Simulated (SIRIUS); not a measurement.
Sb:

```
CELL_PARAMETERS angstrom
3.35453 0.00000 0.00000
-1.67727 2.90511 0.00000
0.00000 0.00000 5.47016
ATOMIC_POSITIONS crystal
Sb 0.66667 0.33333 0.75000
Sb 0.33333 0.66667 0.25000
```

This isn't the form of Sb at room conditions, which is rhombohedral.

| Quantity | Value |
| --- | --- |
| Program | SIRIUS 7.10.0 |
| Task | single point |
| Functional | PBEsol |
| Potentials or basis | PseudoDojo 0.4.1 PBEsol standard (scalar relativistic) |
| Cutoff | 1102 eV |
| Density cutoff | 4408 eV |
| k mesh | 9 × 9 × 5 |
| Occupations | fermi-dirac, width 0.05 eV |
| Spin | no spin polarisation |

On this cell: pressure -1.6 GPa; largest force under 0.003 eV/Å; band gap on the k mesh none (metal or under the smearing width).

The same run follows on a disturbed copy (atoms moved at random, drawn with an rms of 0.05 Å):

```
CELL_PARAMETERS angstrom
3.35453 0.00000 0.00000
-1.67727 2.90511 0.00000
0.00000 0.00000 5.47016
ATOMIC_POSITIONS crystal
Sb 0.67819 0.33447 0.75155
Sb 0.32096 0.66257 0.25561
```

Question: What does the disturbed cell give?

Answer: The energy (extrapolated to zero smearing) moves by -1.2 meV/atom; pressure -1.5 GPa; largest force 0.039 eV/Å; band gap on the k mesh none (metal or under the smearing width).

Forces in eV/Å, atoms in the order of the input:
```
Sb   0.026  0.007 -0.028
Sb  -0.026 -0.007  0.028
```

Stress tensor (GPa, compression positive):
```
-1.40  0.17  0.02
 0.17 -1.44  0.01
 0.02  0.01 -1.78
```

The energy falls, though the first cell shows no forces: that form is unstable against this distortion, unless noise or another electronic state is at work.
